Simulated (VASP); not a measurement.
# BeTe (F-43m) in VASP: density of states with LDA

Aim: the density of states of BeTe with LDA.

All numbers are computed with VASP 6.6.1; they aren't measurements. Logs are shortened: lines on timing, memory, paths and dates and some standing lists are left out, and cuts for length are marked.

### Step 1. The structure

Symmetry: F-43m, No. 216, cubic system. Conventional cell: a = 5.540 Å, b = 5.540 Å, c = 5.540 Å, α = 90.00°, β = 90.00°, γ = 90.00°. Be (site symmetry -43m) has 4 Te at 2.40 Å as nearest neighbours. Around Te (site symmetry -43m) lie 4 Be at 2.40 Å.

### Step 2. Density of states, LDA

Contents of POSCAR:

```
BeTe
1.0
    0.0000000000      2.7700000000      2.7700000000
    2.7700000000      0.0000000000      2.7700000000
    2.7700000000      2.7700000000      0.0000000000
Be Te
1 1
Direct
    0.0000000000      0.0000000000      0.0000000000
    0.2500000000      0.2500000000      0.2500000000
```

Contents of INCAR.step1:

```
  PREC = Accurate
  ENCUT = 520
  EDIFF = 1E-7
  ISMEAR = 0
  SIGMA = 0.01
  LREAL = False
  LASPH = True
  NELM = 100
  ALGO = Normal
  ISIF = 2
  LWAVE = False
  LCHARG = True
  GGA = CA
  NBANDS = 11
```

Contents of KPOINTS.step1:

```
regular mesh
0
Gamma
  6 6 6
```

Contents of INCAR.step2:

```
  PREC = Accurate
  ENCUT = 520
  EDIFF = 1E-7
  ISMEAR = -5
  SIGMA = 0.01
  LREAL = False
  LASPH = True
  NELM = 100
  ALGO = Normal
  ISIF = 2
  LWAVE = False
  LCHARG = False
  GGA = CA
  LORBIT = 11
  NEDOS = 1001
  ICHARG = 11
```

Contents of KPOINTS.step2:

```
regular mesh
0
Gamma
  9 9 9
```

Potentials or basis: VASP PAW LDA potentials, release 64 (Be, Te).

Started as:

```
$ cat potpaw_LDA.64/Be/POTCAR potpaw_LDA.64/Te/POTCAR > POTCAR
$ cp INCAR.step1 INCAR
$ cp KPOINTS.step1 KPOINTS
$ mpirun -np 1 vasp_std > vasp.out
$ cp INCAR.step2 INCAR
$ cp KPOINTS.step2 KPOINTS
$ mpirun -np 1 vasp_std > vasp.out
```

OUTCAR:

```text
PREC = Accurate
   ENCUT = 520
   EDIFF = 1E-7
   ISMEAR = -5
   LREAL = False
   LASPH = True
   NELM = 100
   ISIF = 2
   GGA = CA
   LORBIT = 11
   ICHARG = 11

 ion  position               nearest neighbor table
   1  0.000  0.000  0.000-   2 2.40   2 2.40   2 2.40   2 2.40
   2  0.250  0.250  0.250-   1 2.40   1 2.40   1 2.40   1 2.40

  LATTYP: Found a face centered cubic cell.
 ALAT       =     5.5400000000

  Lattice vectors:

 A1 = (   0.0000000000,   2.7700000000,   2.7700000000)
 A2 = (   2.7700000000,   0.0000000000,   2.7700000000)
 A3 = (   2.7700000000,   2.7700000000,   0.0000000000)

Analysis of symmetry for initial positions (statically):
=====================================================================
 Subroutine PRICEL returns:
 Original cell was already a primitive cell.

 Routine SETGRP: Setting up the symmetry group for a
 face centered cubic supercell.

 Subroutine GETGRP returns: Found 24 space group operations
 (whereof 24 operations were pure point group operations)
 out of a pool of 48 trial point group operations.

The static configuration has the point symmetry T_d .

Analysis of symmetry for dynamics (positions and initial velocities):
=====================================================================
 Subroutine PRICEL returns:
 Original cell was already a primitive cell.

 Routine SETGRP: Setting up the symmetry group for a
 face centered cubic supercell.

 Subroutine GETGRP returns: Found 24 space group operations
 (whereof 24 operations were pure point group operations)
 out of a pool of 48 trial point group operations.

The dynamic configuration has the point symmetry T_d .

 Subroutine INISYM returns: Found 24 space group operations
 (whereof 24 operations are pure point group operations),
 and found     1 'primitive' translations

----------------------------------------------------------------------------------------

                                     Primitive cell

  volume of cell :      42.5079

  direct lattice vectors                    reciprocal lattice vectors
     0.000000000  2.770000000  2.770000000    -0.180505415  0.180505415  0.180505415
     2.770000000  0.000000000  2.770000000     0.180505415 -0.180505415  0.180505415
     2.770000000  2.770000000  0.000000000     0.180505415  0.180505415 -0.180505415

  length of vectors
     3.917371568  3.917371568  3.917371568     0.312644550  0.312644550  0.312644550

  position of ions in fractional coordinates (direct lattice)
     0.000000000  0.000000000  0.000000000
     0.250000000  0.250000000  0.250000000

  ion indices of the primitive-cell ions
   primitive index   ion index
                 1           1
                 2           2

----------------------------------------------------------------------------------------

 KPOINTS: regular mesh

Automatic generation of k-mesh.
 Grid dimensions read from file:
 generate k-points for:    9    9    9

 Generating k-lattice:

  Cartesian coordinates                     Fractional coordinates (reciprocal lattice)
    -0.020056157  0.020056157  0.020056157     0.111111111  0.000000000  0.000000000
     0.020056157 -0.020056157  0.020056157     0.000000000  0.111111111  0.000000000
     0.020056157  0.020056157 -0.020056157     0.000000000  0.000000000  0.111111111

  Length of vectors
     0.034738283  0.034738283  0.034738283

  Shift w.r.t. Gamma in fractional coordinates (k-lattice)
     0.000000000  0.000000000  0.000000000

 TETIRR: Found    115 inequivalent tetrahedra from     4374

 Subroutine IBZKPT returns following result:
 ===========================================

 Found     35 irreducible k-points:

 Following reciprocal coordinates:
            Coordinates               Weight
  0.000000  0.000000  0.000000      1.000000
  0.111111  0.000000  0.000000      8.000000
  0.222222  0.000000  0.000000      8.000000
  0.333333  0.000000  0.000000      8.000000
  0.444444  0.000000  0.000000      8.000000
  0.111111  0.111111  0.000000      6.000000
[... 16 lines left out ...]
 -0.333333  0.333333  0.000000     12.000000
  0.444444  0.444444  0.000000      6.000000
 [... further k-points ...]
   k-points           NKPTS =     35   k-points in BZ     NKDIM =     35   number of bands    NBANDS=      8
   number of dos      NEDOS =   1001   number of ions     NIONS =      2
   total plane-waves  NPLWV =  27000
   dimension x,y,z NGX =    30 NGY =   30 NGZ =   30
   dimension x,y,z NGXF=    60 NGYF=   60 NGZF=   60
   ions per type =               1   1
   NGX,Y,Z   is equivalent  to a cutoff of  12.73, 12.73, 12.73 a.u.
   NGXF,Y,Z  is equivalent  to a cutoff of  25.46, 25.46, 25.46 a.u.
 SYSTEM =  unknown system
   PREC   = accura    normal or accurate (medium, high low for compatibility)
   ISTART =      0    job   : 0-new  1-cont  2-samecut
   ICHARG =     11    charge: 1-file 2-atom 10-const
   ISPIN  =      1    spin polarized calculation?
   LNONCOLLINEAR =      F non collinear calculations
   LSORBIT =      F    spin-orbit coupling
   LASPH  =      T    aspherical Exc in radial PAW
   ENCUT  =  520.0 eV  38.22 Ry    6.18 a.u.   7.28  7.28  7.28*2*pi/ulx,y,z
   NELM   =    100;   NELMIN=  2; NELMDL=  0     # of ELM steps
   EDIFF  = 0.1E-06   stopping-criterion for ELM
   LREAL  =      F    real-space projection
   EDIFFG = 0.1E-05   stopping-criterion for IOM
   NSW    =      0    number of steps for IOM
   IBRION =     -1    ionic relax: 0-MD 1-quasi-New 2-CG
   NFREE  =      0    steps in history (QN), initial steepest desc. (CG)
   ISIF   =      2    stress and relaxation
   ISYM   =      2    0-nonsym 1-usesym 2-fastsym
   POTIM  = 0.5000    time-step for ionic-motion
   TEBEG  =    0.0;   TEEND  =   0.0 temperature during run
   PSTRESS=    0.0 pullay stress
   NELECT =       8.0000    total number of electrons
   NUPDOWN=      -1.0000    fix difference up-down
   EMIN   =  10.00;   EMAX   =-10.00  energy-range for DOS
   EFERMI =   0.00;   METHOD = LEGACY
   ISMEAR =    -5;   SIGMA  =   0.01  broadening in eV -4-tet -1-fermi 0-gaus
   EFERMI_NEDOS =   21; number of points for ismear=-14 and -15
   IALGO  =     38    algorithm
   IMIX   =      4    mixing-type and parameters
     AMIX     =   0.40;   BMIX     =  1.00
     AMIX_MAG =   1.60;   BMIX_MAG =  1.00
  volume/ion in A,a.u.               =      21.25       143.43
  Fermi-wavevector in a.u.,A,eV,Ry     =   0.938170  1.772885 11.975354  0.880164
  Thomas-Fermi vector in A             =   2.065355
   LORBIT       =     11    0 simple, 1 ext, 2 COOP (PROOUT), +10 PAW based schemes
   GGA     = CA    functional components
   LHFCALC =     F    Hartree Fock is set to
   AEXX    =    0.0000 exact exchange contribution
   IVDW    =     0    specifies the selected vdW correction
   LEPSILON=     F    determine dielectric tensor
   LRPA    =     F    only Hartree local field effects (RPA)
 non-spin polarized calculation
 Fermi weights with tetrahedron method with Bloechl corrections
  energy-cutoff  :      520.00
  volume of cell :       42.51
 maximum number of plane-waves:      1158
 NGX is ok and might be reduce to    30

 number of electron       8.0000000 magnetization

 Free energy of the ion-electron system (eV)
  ---------------------------------------------------
  ext. energy  EPLUGINS =         0.00000000
  ---------------------------------------------------
  free energy    TOTEN  =        -8.72658012 eV

  energy without entropy =       -8.72658012  energy(sigma->0) =       -8.72658012

 E-fermi :   5.5164     XC(G=0):  -9.4611

 val. band max:        5.5134968860   @ k =   0.0000   0.0000   0.0000
 cond. band min:       7.3069582813   @ k =   0.4444   0.4444   0.0000
 fundamental gap:      1.7934613954
 Fermi energy:         5.5163834636

 k-point     1 :       0.0000    0.0000    0.0000
  band No.  band energies     occupation
      1      -7.1380      2.00000
      2       5.5135      2.00000
      3       5.5135      2.00000
      4       5.5135      2.00000
      5       9.0549      0.00000
      6       9.0549      0.00000
      7       9.0549      0.00000
      8       9.6040      0.00000

 k-point     2 :       0.1111    0.0000    0.0000
  band No.  band energies     occupation
      1      -7.0131      2.00000
      2       4.3599      2.00000
      3       5.3038      2.00000
      4       5.3038      2.00000
      5       9.0929      0.00000
      6       9.3547      0.00000
      7       9.3547      0.00000
      8      10.6364      0.00000

 k-point     3 :       0.2222    0.0000    0.0000
  band No.  band energies     occupation
      1      -6.6596      2.00000
      2       2.4710      2.00000
      3       4.8866      2.00000
      4       4.8866      2.00000
      5       8.9426      0.00000
      6       9.8785      0.00000
      7       9.8785      0.00000
      8      12.3500      0.00000
[... 210 lines left out ...]
 k-point    23 :      -0.3333    0.3333    0.0000
  band No.  band energies     occupation
      1      -5.2706      2.00000
      2       0.6470      2.00000
      3       1.2459      2.00000
      4       3.4350      2.00000
      5       8.4212      0.00000
      6      12.3192      0.00000
      7      12.6198      0.00000
      8      13.2004      0.00000

 k-point    24 :       0.4444    0.4444    0.0000
  band No.  band energies     occupation
      1      -5.2415      2.00000
      2       0.3197      2.00000
      3       2.7313      2.00000
      4       2.7313      2.00000
      5       7.3070      0.00000
      6       8.1809      0.00000
      7      15.0899      0.00000
      8      15.0899      0.00000

 [... further k-points ...]

------------------------ aborting loop because EDIFF is reached ----------------------------------------

  FORCE on cell =-STRESS in cart. coord.  units (eV):
  Direction    XX          YY          ZZ          XY          YZ          ZX
  --------------------------------------------------------------------------------------
  -------------------------------------------------------------------------------------
  Total        0.1869521      0.1869521      0.1869521      0.0000000     -0.0000000      0.0000000
  in kB        7.0464686      7.0464686      7.0464686      0.0000000     -0.0000000      0.0000000
  external PRESSURE =       7.0464686 kB  Pullay stress =       0.0000000 kB

 VOLUME and BASIS-vectors are now :
 -----------------------------------------------------------------------------
  energy-cutoff  :      520.00
  volume of cell :       42.51
      direct lattice vectors                 reciprocal lattice vectors
     0.000000000  2.770000000  2.770000000    -0.180505415  0.180505415  0.180505415
     2.770000000  0.000000000  2.770000000     0.180505415 -0.180505415  0.180505415
     2.770000000  2.770000000  0.000000000     0.180505415  0.180505415 -0.180505415

 POSITION                                       TOTAL-FORCE (eV/Angst)
 -----------------------------------------------------------------------------------
      0.00000      0.00000      0.00000         0.000000      0.000000      0.000000
      1.38500      1.38500      1.38500        -0.000000     -0.000000     -0.000000
 -----------------------------------------------------------------------------------
    total drift:                                0.000000      0.000000      0.000000

  FREE ENERGIE OF THE ION-ELECTRON SYSTEM (eV)
  ---------------------------------------------------
  free  energy   TOTEN  =        -8.7265801154 eV

  energy  without entropy=       -8.7265801154  energy(sigma->0) =       -8.72658012

 total charge

# of ion       s       p       d       tot
------------------------------------------
    1        0.379   0.612   0.000   0.991
    2        1.336   2.172   0.039   3.547
--------------------------------------------------
tot          1.715   2.784   0.039   4.538
```

Run time: 14 s. Hardware: 1 thread of Intel Xeon Platinum 8259CL at 2.50GHz (Skylake/Cascade Lake), shared host; peak memory 0.15 GiB.

Results:

```
Valence electrons inside the program's atomic spheres : Be 0.99; Te 3.55
```

Levels at points of the mesh, in eV from the valence-band top:
```csv
k point,band 1,band 2,band 3,band 4,band 5,band 6,band 7,band 8
"(0.00, 0.00, 0.00)",-12.65,0.00,0.00,0.00,3.54,3.54,3.54,4.09
```

States per cell in windows of 1 eV (zero at the valence-band top; states under -8 eV left out):
| from (eV) | total | Te2_p | Be1_p | Te2_d | Be1_s | Te2_s | Be1_d |
| --- | --- | --- | --- | --- | --- | --- | --- |
| -8.0 | 0.00 | 0.00 | 0.00 | 0.00 | 0.00 | 0.00 | 0.00 |
| -7.0 | 0.00 | 0.00 | 0.00 | 0.00 | 0.00 | 0.00 | 0.00 |
| -6.0 | 0.75 | 0.22 | 0.03 | 0.00 | 0.10 | 0.01 | 0.00 |
| -5.0 | 0.90 | 0.27 | 0.03 | 0.00 | 0.12 | 0.03 | 0.00 |
| -4.0 | 1.13 | 0.38 | 0.10 | 0.01 | 0.05 | 0.02 | 0.00 |
| -3.0 | 1.56 | 0.58 | 0.19 | 0.01 | 0.03 | 0.01 | 0.00 |
| -2.0 | 1.30 | 0.55 | 0.17 | 0.01 | 0.01 | 0.01 | 0.00 |
| -1.0 | 0.36 | 0.17 | 0.04 | 0.00 | 0.00 | 0.00 | 0.00 |
| 0.0 | 0.00 | 0.00 | 0.00 | 0.00 | 0.00 | 0.00 | 0.00 |
| 1.0 | 0.01 | 0.00 | 0.00 | 0.00 | 0.00 | 0.00 | 0.00 |
| 2.0 | 0.39 | 0.01 | 0.05 | 0.04 | 0.02 | 0.02 | 0.00 |
| 3.0 | 1.73 | 0.07 | 0.26 | 0.17 | 0.13 | 0.09 | 0.00 |
| 4.0 | 1.60 | 0.15 | 0.26 | 0.17 | 0.10 | 0.04 | 0.00 |
| 5.0 | 1.33 | 0.14 | 0.24 | 0.14 | 0.07 | 0.04 | 0.00 |
| 6.0 | 1.19 | 0.15 | 0.24 | 0.12 | 0.06 | 0.03 | 0.00 |
| 7.0 | 1.35 | 0.20 | 0.27 | 0.14 | 0.06 | 0.02 | 0.00 |

Spin-orbit coupling is left out, which matters for the levels of Te.
